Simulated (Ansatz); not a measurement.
Relaxed ZrO$_{2}$ (fluorite):

```
ZrO2
1.0
    0.00000     5.11587     5.11587
    2.55794     0.00000     2.55794
    2.55794     2.55794     0.00000
Zr O
2 4
Cartesian
  0.00000   0.00000   0.00000
  2.55794   5.11587   2.55794
  1.27897   1.27897   1.27897
  1.27897   3.83691   3.83691
  3.83691   3.83691   3.83691
  3.83691   6.39484   6.39484
```

A phonon eigenvector at L = (0.5, 0.0, 0.0) is frozen into this cell: atom i moves by Q times the vector below, so Q is the largest atomic displacement, in Å. The cell is held. It is one choice among 2 degenerate patterns. (q is in reciprocal vectors of the primitive cell; the cell shown is doubled to hold the pattern.)

```
atom       x       y       z
----  ------  ------  ------
O3     0.285  -0.520   0.805
O4    -0.285   0.520  -0.805
O5     0.285  -0.520   0.805
O6    -0.285   0.520  -0.805
```

Atoms not listed stay in place.

The numbers are results of PBE (plane waves to 420 eV, PAW, scalar-relativistic; Ansatz, an electronic-structure program), not measurements. k mesh 11×11×11 (Γ-centred), Fermi-Dirac smearing 0.05 eV. This is a high-temperature form of ZrO2. ZrO2 is run without spin polarisation. ZrO2 was relaxed with its symmetry unable to fall. 

```tsv
Q (Å)	−dE/dQ from forces (eV/Å)
-0.280	16.342
-0.233	13.372
-0.187	10.543
-0.140	7.818
-0.093	5.169
-0.047	2.572
0.000	0.000
0.047	-2.572
0.093	-5.169
0.140	-7.818
0.187	-10.543
0.233	-13.372
0.280	-16.342
```

**Question.** What harmonic wavenumber does the curvature at Q = 0 give?

**Answer.** 484 cm⁻¹. E″ = 55.02 eV/Å², M = Σ mᵢ|uᵢ|² = 64.0 u, ν̃ = 521.5·√(|E″|/M).

(A displaced cell: forces are minus the slopes of the energy, force constants its curvatures, and phonons follow from these.)
